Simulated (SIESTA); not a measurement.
WC:

```
W C
1.0
     0.00000    2.19268    2.19268
     2.19268    0.00000    2.19268
     2.19268    2.19268    0.00000
W C
1 1
Direct
  0.00000 0.00000 0.00000
  0.50000 0.50000 0.50000
```

Measurements of this composition are mostly on another form, of space group No. 187.

```yaml
Program: SIESTA 5.4.2
Task: relaxation of cell and atoms
Functional: vdW-DF
Potentials_or_basis: PseudoDojo 0.4 standard (PBE files)
Basis: DZP (energy shift 0.003 Ry; two zetas on semicore shells)
Grid_cutoff: 800 Ry
Energy_shift: 0.003 Ry
k_mesh: 6 × 6 × 6
Occupations: fermi-dirac, width 0.05 eV
Spin: no spin polarisation
```

At the start: pressure 17.6 GPa; volume 10.54 Å³/atom.

**Question.** Where does the relaxation end?

**Answer.** Over 6 steps the energy falls by 28.8 meV/atom and the volume is 11.08 Å³/atom (+5.1 %); space group Fm-3m (No. 225, to 0.05 Å).

Step by step:
```tsv
step	energy change (eV)	largest force (eV/Å)	pressure (GPa)	volume (Å³)
1	0.0000	0.0000	17.61	21.08
2	-0.0521	0.0000	5.42	21.82
3	-0.0262	0.0000	-11.05	23.04
4	-0.0575	0.0000	-0.47	22.20
5	0.0003	0.0000	-14.98	23.36
6	-0.0576	0.0000	0.05	22.17
```

Final structure:
```
CELL_PARAMETERS angstrom
-0.00006 2.22964 2.22964
2.22964 -0.00006 2.22964
2.22964 2.22964 -0.00006
ATOMIC_POSITIONS crystal
W 0.00000 0.00000 0.00000
C 0.50000 0.50000 0.50000
```

Caveat: the k mesh is coarse (spacing up to 0.41 Å⁻¹), so the values aren't converged; short orbitals over semicore shells can move pressures by several GPa; the potentials were made for another functional, which shifts forces and pressure; the basis of atomic orbitals isn't converged, which shifts pressures, moduli and gaps.
